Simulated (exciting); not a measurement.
# TePt (F-43m) in exciting: single point with PBEsol

Aim: the single point of TePt with PBEsol.

All numbers are computed with exciting (release sodium); they aren't measurements. Logs are shortened: lines on timing, memory, paths and dates and some standing lists are left out, and cuts for length are marked.

### 1 Starting point

It takes space group F-43m (No. 216, cubic). Conventional cell: a = 6.490 Å, b = 6.490 Å, c = 6.490 Å, α = 90.00°, β = 90.00°, γ = 90.00°. Pt (site symmetry -43m) is surrounded by 4 Te at 2.81 Å. Around Te (site symmetry -43m) lie 4 Pt at 2.81 Å.

Measurements of this composition are mostly on another form, of space group No. 166.

### 2 Single point, PBEsol

The input, input.xml:

```xml
<input>
  <title>TePt</title>
  <structure speciespath="./" tshift="false">
    <crystal scale="1">
      <basevect>0.000000000000 6.132241682257 6.132241682257</basevect>
      <basevect>6.132241682257 0.000000000000 6.132241682257</basevect>
      <basevect>6.132241682257 6.132241682257 0.000000000000</basevect>
    </crystal>
    <species speciesfile="Pt.xml" rmt="2.3">
      <atom coord="0.000000000000 0.000000000000 0.000000000000"/>
    </species>
    <species speciesfile="Te.xml" rmt="2.3">
      <atom coord="0.250000000000 0.250000000000 0.250000000000"/>
    </species>
  </structure>
  <groundstate do="fromscratch" ngridk="5 5 5" rgkmax="8" gmaxvr="14" lmaxapw="10" lmaxmat="10" lmaxvr="8" xctype="GGA_PBE_SOL" stype="Gaussian" swidth="0.00183747" nempty="14" ValenceRelativity="iora*" epsengy="1e-05" epspot="1e-05" maxscl="60" tforce="true" outputlevel="high"/>
</input>
```

Potentials or basis: all-electron LAPW+lo, shipped species files, valence relativity iora*.

The run is started by

```bash
$ OMP_NUM_THREADS=1 exciting_smp
```

INFO.OUT:

```text
================================================================================
EXCITING SODIUM started
All units are atomic (Hartree, Bohr, etc.)
================================================================================

********************************************************************************
* Ground-state run starting from atomic densities                              *
********************************************************************************

++++++++++++++++++++++++++++++++++++++++++++++++++++++++++++++++++++++++++++++++
+ Starting initialization                                                      +
++++++++++++++++++++++++++++++++++++++++++++++++++++++++++++++++++++++++++++++++

 Lattice vectors (cartesian) :
      0.0000000000      6.1322416823      6.1322416823
      6.1322416823      0.0000000000      6.1322416823
      6.1322416823      6.1322416823      0.0000000000

 Reciprocal lattice vectors (cartesian) :
     -0.5123073774      0.5123073774      0.5123073774
      0.5123073774     -0.5123073774      0.5123073774
      0.5123073774      0.5123073774     -0.5123073774

 Unit cell volume                           :     461.1983916672
 Brillouin zone volume                      :       0.5378384182

 Species :    1 (Pt)
     parameters loaded from                 :    Pt.xml
     name                                   :    platinum
     nuclear charge                         :     -78.00000000
     electronic charge                      :      78.00000000
     atomic mass                            :  355605.43990000
     muffin-tin radius                      :       2.30000000
     # of radial points in muffin-tin       :     450

     atomic positions (lattice) :
       1 :   0.00000000  0.00000000  0.00000000

 Species :    2 (Te)
     parameters loaded from                 :    Te.xml
     name                                   :    tellurium
     nuclear charge                         :     -52.00000000
     electronic charge                      :      52.00000000
     atomic mass                            :  232600.57070000
     muffin-tin radius                      :       2.30000000
     # of radial points in muffin-tin       :     400

     atomic positions (lattice) :
       1 :   0.25000000  0.25000000  0.25000000

 Total number of atoms per unit cell        :       2

 Spin treatment                             :    spin-unpolarised

 Number of Bravais lattice symmetries       :      48
 Number of crystal symmetries               :      24

 k-point grid                               :       5    5    5
 Total number of k-points                   :      14
 k-point set is reduced with crystal symmetries

 R^MT_min * |G+k|_max (rgkmax)              :       8.00000000
 Species with R^MT_min                      :       1 (Pt)
 Maximum |G+k| for APW functions            :       3.47826087
 Maximum |G| for potential and density      :      14.00000000
 Polynomial order for pseudochg. density    :       9

 G-vector grid sizes                        :      40    40    40
 Total number of G-vectors                  :   21331

 Maximum angular momentum used for
     APW functions                          :      10
     computing H and O matrix elements      :      10
     potential and density                  :       8
     inner part of muffin-tin               :       2

 Total nuclear charge                       :    -130.00000000
 Total electronic charge                    :     130.00000000
 Total core charge                          :      84.00000000
 Total valence charge                       :      46.00000000

 Effective Wigner radius, r_s               :       0.94613246

 Number of empty states                     :      14
 Total number of valence states             :      38

 Maximum Hamiltonian size                   :     372
 Maximum number of plane-waves              :     332
 Total number of local-orbitals             :      40

 Exchange-correlation type                  :      22
     PBEsol, Phys. Rev. Lett. 100, 136406 (2008)
     Generalised gradient approximation (GGA)

 Smearing scheme                            :    Gaussian
 Smearing width                             :       0.00183747

 Using multisecant Broyden potential mixing

++++++++++++++++++++++++++++++++++++++++++++++++++++++++++++++++++++++++++++++++
+ Ending initialization                                                        +
++++++++++++++++++++++++++++++++++++++++++++++++++++++++++++++++++++++++++++++++

********************************************************************************
* Groundstate module started                                                   *
********************************************************************************
 Output level for this task is set to high

++++++++++++++++++++++++++++++++++++++++++++++++++++++++++++++++++++++++++++++++
+ Self-consistent loop started                                                 +
++++++++++++++++++++++++++++++++++++++++++++++++++++++++++++++++++++++++++++++++
 Density and potential initialised from atomic data

++++++++++++++++++++++++++++++++++++++++++++++++++++++++++++++++++++++++++++++++
+ SCF iteration number :    1                                                  +
++++++++++++++++++++++++++++++++++++++++++++++++++++++++++++++++++++++++++++++++
 Total energy                               :    -25216.38694528
 _______________________________________________________________
 Fermi energy                               :         0.15862013
 Kinetic energy                             :     28298.99295606
 Coulomb energy                             :    -52990.45587341
 Exchange energy                            :      -516.41235955
 Correlation energy                         :        -8.51166838
 Sum of eigenvalues                         :    -15468.19849716
 Effective potential energy                 :    -43767.19145322
 Coulomb potential energy                   :    -43076.11652701
 xc potential energy                        :      -691.07492622
 Hartree energy                             :      8235.98189313
 Electron-nuclear energy                    :    -59548.08031327
 Nuclear-nuclear energy                     :     -1678.35745328
 Madelung energy                            :    -31452.39760991
 Core-electron kinetic energy               :         0.00000000
[... 834 lines left out ...]
 Electron charges :
     core                                   :        84.00000000
     core leakage                           :         0.00418807
     valence                                :        46.00000000
     interstitial                           :         5.45777791
     charge in muffin-tin spheres :
                  atom     1    Pt          :        75.67199568
                  atom     2    Te          :        48.87022641
     total charge in muffin-tins            :       124.54222209
     total charge                           :       130.00000000

 RMS change in effective potential (target) :  0.311249E-08  ( 0.100000E-04)
 Absolute change in total energy   (target) :  0.134128E-05  ( 0.100000E-04)
 Charge distance                   (target) :  0.177500E-08  ( 0.100000E-04)
 Abs. change in max-nonIBS-force   (target) :   0.00000      ( 0.500000E-04)

++++++++++++++++++++++++++++++++++++++++++++++++++++++++++++++++++++++++++++++++
| Convergency criteria checked for the last 2 iterations                       +
| Convergence targets achieved. Performing final SCF iteration                 +
++++++++++++++++++++++++++++++++++++++++++++++++++++++++++++++++++++++++++++++++
 Total energy                               :    -25235.55805310
 _______________________________________________________________
 Fermi energy                               :         0.13192332
 Kinetic energy                             :     28285.29340691
 Coulomb energy                             :    -52995.62298936
 Exchange energy                            :      -516.71279500
 Correlation energy                         :        -8.51567565
 Sum of eigenvalues                         :    -15475.52313675
 Effective potential energy                 :    -43760.81654366
 Coulomb potential energy                   :    -43069.33806722
 xc potential energy                        :      -691.47847644
 Hartree energy                             :      8247.92746887
 Electron-nuclear energy                    :    -59565.19300495
 Nuclear-nuclear energy                     :     -1678.35745328
 Madelung energy                            :    -31460.95395575
 Core-electron kinetic energy               :         0.00000000

 DOS at Fermi energy (states/Ha/cell)       :        94.07925885

 Electron charges :
     core                                   :        84.00000000
     core leakage                           :         0.00418807
     valence                                :        46.00000000
     interstitial                           :         5.45777790
     charge in muffin-tin spheres :
                  atom     1    Pt          :        75.67199569
                  atom     2    Te          :        48.87022640
     total charge in muffin-tins            :       124.54222210
     total charge                           :       130.00000000

++++++++++++++++++++++++++++++++++++++++++++++++++++++++++++++++++++++++++++++++
+ Self-consistent loop stopped                                                 +
++++++++++++++++++++++++++++++++++++++++++++++++++++++++++++++++++++++++++++++++
 STATE.OUT is written

--------------------------------------------------------------------------------
- Writing atomic positions and forces                                          -
--------------------------------------------------------------------------------

 Atomic positions (lattice) :
 atom     1  Pt  :     0.00000000    0.00000000    0.00000000
 atom     2  Te  :     0.25000000    0.25000000    0.25000000

 Total atomic forces including IBS (cartesian) :
 atom     1  Pt  :     0.00000000    0.00000000   -0.00000000
 atom     2  Te  :    -0.00000000   -0.00000000    0.00000000

 Atomic force components including IBS (cartesian) :
 atom     1  Pt  :    -0.00000000    0.00000000    0.00000000   HF force
                 :    -0.00000000   -0.00000000    0.00000000   core correction
                 :    -0.00000000    0.00000000    0.00000000   IBS correction
 atom     2  Te  :     0.00000000   -0.00000000   -0.00000000   HF force
                 :     0.00000000    0.00000000   -0.00000000   core correction
                 :     0.00000000   -0.00000000   -0.00000000   IBS correction

********************************************************************************
* Groundstate module stopped                                                   *
********************************************************************************

================================================================================
| EXCITING SODIUM stopped                                                      =
================================================================================
```

It took 73 s on 1 thread of Intel Xeon 6975P-C (Granite Rapids), shared host; peak memory 0.16 GiB.

Results:

- Free energy: -686694.5216 eV
- Band gap on the k mesh: none (metal or under the smearing width)
- All electrons inside the program's atomic spheres: Pt 75.67; Te 48.87 (radii Pt 2.3, Te 2.3 bohr)

Levels at points of the mesh, in eV from the Fermi level:
```tsv
k point	band 18	band 19	band 20	band 21	band 22	band 23	band 24	band 25	band 26	band 27
(0.00, 0.00, 0.00)	-3.73	-3.73	-2.01	-2.01	0.80	1.76	1.76	1.76	5.52	5.52
```

Caveat: rgkmax is low for these elements, so energy differences scatter by about 1 meV per atom; the log's total energy holds no entropy term; the free energy is that total less TS from the occupations. Spin-orbit coupling is left out, which matters for the levels of Pt, Te.
